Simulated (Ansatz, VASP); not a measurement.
# Ca in VASP and in Ansatz

```
CELL_PARAMETERS angstrom
0.00000 2.79420 2.71037
2.79420 0.00000 2.71037
2.79420 2.79420 0.00000
ATOMIC_POSITIONS crystal
Ca 0.00000 0.00000 0.00000
```

Change from the starting cell: strain +0.000 along x and y, -0.030 along z, atoms carried along.

Alike in both runs: task single point; functional PBE; k mesh 14 × 14 × 14; occupations gaussian, width 0.15 eV; no spin polarisation.

|  | VASP | Ansatz |
| --- | --- | --- |
| version | VASP 6.6.1 | Ansatz 0.2.0 |
| potentials or method | VASP PAW PBE potentials, release 64 (Ca_sv) | scalar-relativistic, plane waves, PAW |
| plane-wave cutoff (eV) | 520 | 420 |
| valence electrons in the cell | 10 | 10 |

```tsv
	VASP	Ansatz	Ansatz less VASP
gap on the k mesh at the Fermi level (eV)	none	none	-
pressure (GPa)	-0.1	-0.1	0.00
largest component of the traceless stress (GPa)	0.13	0.13	0.000
```

A gap of «none» marks a metal or a gap that the smearing closes. With one functional, cell and mesh, what is left measures potentials, basis and numerics.
